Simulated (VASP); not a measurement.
# Ca: intraband terms of a metal's spectrum

Ca, Pm-3m (no. 221), 1 atom in the cell. PBE, independent-particle dielectric function; PAW potentials Ca_sv (PBE set).

## Input

INCAR.step1:
```
PREC     = Accurate       # precision mode
ENCUT    = 310            # plane-wave cutoff, eV
ISMEAR   = 1              # smearing method
SIGMA    = 0.1            # smearing width, eV
EDIFF    = 1E-7           # SCF threshold, eV
LASPH    = T              # aspherical terms in the spheres
KPAR     = 4            
LWAVE    = F              # write WAVECAR
LCHARG   = T              # write CHGCAR
LMAXMIX  = 4              # l up to which the mixer works
```

INCAR.step2:
```
PREC     = Accurate       # precision mode
ENCUT    = 310            # plane-wave cutoff, eV
ISMEAR   = 0              # smearing method
SIGMA    = 0.3            # smearing width, eV
EDIFF    = 1E-6           # SCF threshold, eV
LASPH    = T              # aspherical terms in the spheres
KPAR     = 4            
LWAVE    = T              # write WAVECAR
LCHARG   = F              # write CHGCAR
LMAXMIX  = 4              # l up to which the mixer works
ICHARG   = 11             # starting density
NBANDS   = 19             # bands
NEDOS    = 3000           # points of the DOS
OMEGAMAX = 30           
CSHIFT   = 0.1           
```

INCAR.step3, as INCAR.step2 but for:
```
- LWAVE = T
+ LWAVE = F
+ LOPTICS = T
+ ALGO = None
+ NELM = 1
+ ISTART = 1
```

INCAR.step4, as INCAR.step3 but for:
```
+ WPLASMAI = 0.03
```

INCAR.step5 to INCAR.step6 change the same tag again: WPLASMAI = 0.1, 0.3.

INCAR.step7, as INCAR.step6 but for:
```
- WPLASMAI = 0.3
+ RTIME = 20
```

INCAR.step8, as INCAR.step7 but for:
```
- RTIME = 20
+ RTIME = 5
```

INCAR.step9, as INCAR.step8 but for:
```
- RTIME = 5
+ LNABLA = T
```

INCAR.step10, as INCAR.step9 but for:
```
- ISMEAR = 0
- LNABLA = T
+ ISMEAR = -5
```

KPOINTS.step1:
```
k-points
0
Gamma
  8 8 8
```

KPOINTS.step2:
```
k-points
0
Gamma
  19 19 19
```

POSCAR:
```
Ca
1.0
    3.4886563400      0.0000000000      0.0000000000
    0.0000000000      3.4886563400      0.0000000000
    0.0000000000      0.0000000000      3.4886563400
Ca
1
Direct
    0.0000000000      0.0000000000      0.0000000000
```

Commands (each step's output is kept before the next begins):
```
cat potpaw_PBE.64/Ca_sv/POTCAR > POTCAR
cp INCAR.step1 INCAR
cp KPOINTS.step1 KPOINTS
mpirun -np 4 vasp_std > vasp.out
cp INCAR.step2 INCAR
cp KPOINTS.step2 KPOINTS
mpirun -np 4 vasp_std > vasp.out
cp INCAR.step3 INCAR
mpirun -np 4 vasp_std > vasp.out
cp INCAR.step4 INCAR
mpirun -np 4 vasp_std > vasp.out
cp INCAR.step5 INCAR
mpirun -np 4 vasp_std > vasp.out
cp INCAR.step6 INCAR
mpirun -np 4 vasp_std > vasp.out
cp INCAR.step7 INCAR
mpirun -np 4 vasp_std > vasp.out
cp INCAR.step8 INCAR
mpirun -np 4 vasp_std > vasp.out
cp INCAR.step9 INCAR
mpirun -np 4 vasp_std > vasp.out
cp INCAR.step10 INCAR
mpirun -np 4 vasp_std > vasp.out
```

## Result

- Bands: 19

One ground state, settings moved in the last step alone:

| Settings | Plasma frequency (eV) | Im ε at 0.5 eV | Im ε at 1 eV | Im ε at 2 eV | Im ε at 4 eV | Time (s) |
|---|---|---|---|---|---|---|
| interband part alone | 4.14 | 15.7 | 20.5 | 5.1 | 3.8 | 9 |
| Drude term, WPLASMAI 0.03 | 4.14 | 19.8 | 21.0 | 5.1 | 3.8 | 8 |
| Drude term, WPLASMAI 0.1 | 4.14 | 28.9 | 22.2 | 5.3 | 3.9 | 10 |
| Drude term, WPLASMAI 0.3 | 4.14 | 45.9 | 25.2 | 5.7 | 3.9 | 8 |
| relaxation time RTIME 20 fs | 4.14 | 20.2 | 21.1 | 5.1 | 3.8 | 8 |
| relaxation time RTIME 5 fs | 4.14 | 32.6 | 22.7 | 5.3 | 3.9 | 8 |
| transversal form (LNABLA) | 4.09 | 15.3 | 19.9 | 4.9 | 3.8 | 6 |
| tetrahedron method | – | – | – | – | – | no result |

VASP 6.6.1 took 75 s on 4 cores (Intel Xeon Platinum 8259CL @ 2.50GHz (Skylake/Cascade Lake)), a shared host.
